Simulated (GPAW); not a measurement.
Here is a GPAW 26.7.0 calculation.

run.py

```python
from ase.dft.bandgap import bandgap
from ase.io import read, write
from ase.units import GPa
from gpaw import GPAW, PW

atoms = read('POSCAR')

calc = GPAW(mode=PW(800),
            xc='PBE',
            kpts={'size': (9, 9, 7), 'gamma': True},
            occupations={'name': 'fermi-dirac', 'width': 0.05},
            nbands=18,
            convergence={'density': 1e-05, 'energy': 1e-05},
            maxiter=150,
            txt='gpaw.txt')
atoms.calc = calc
energy = atoms.get_potential_energy()
forces = atoms.get_forces()
stress = atoms.get_stress()
calc.write('gs.gpw')
write('result.traj', atoms)
print(f'Energy: {energy:.6f} eV')
print('Forces (eV/A):')
print(forces.round(4))
print('Stress (GPa):', (stress / GPa).round(3))
print('Fermi level:', round(calc.get_fermi_level(), 4), 'eV')
print(f'Gap: {bandgap(calc)[0]:.4f} eV, direct: {bandgap(calc, direct=True)[0]:.4f} eV')
```

Contents of POSCAR:

```
AlN
1.0
    3.3121157418      0.0000000000      0.0000000000
   -1.6560578709      2.8683763727      0.0000000000
    0.0000000000      0.0000000000      4.1875630000
Al N
2 2
Direct
    0.6698750000      0.3198000000      0.2522210000
    0.3225800000      0.6714430000      0.7545390000
    0.6734740000      0.3386690000      0.7491070000
    0.3320150000      0.6802010000      0.2459270000
```

Potentials or basis: GPAW PAW data sets (gpaw-data 1.2.1), pw.

Command:

```bash
$ OMP_NUM_THREADS=1 python run.py
```

Task: Predict the largest force.

Result: 1.493 eV/Å.

Task: Estimate the band gap on the k mesh.

Result: 3.26 eV, direct.

Task: What does it give for the pressure?

Result: 2.3 GPa.

Stress tensor (GPa, compression positive):
```
-0.86  5.37  0.01
 5.37  6.64  0.09
 0.01  0.09  0.98
```

Caveat: an odd mesh through Γ misses points on the zone boundary, where band edges often lie.
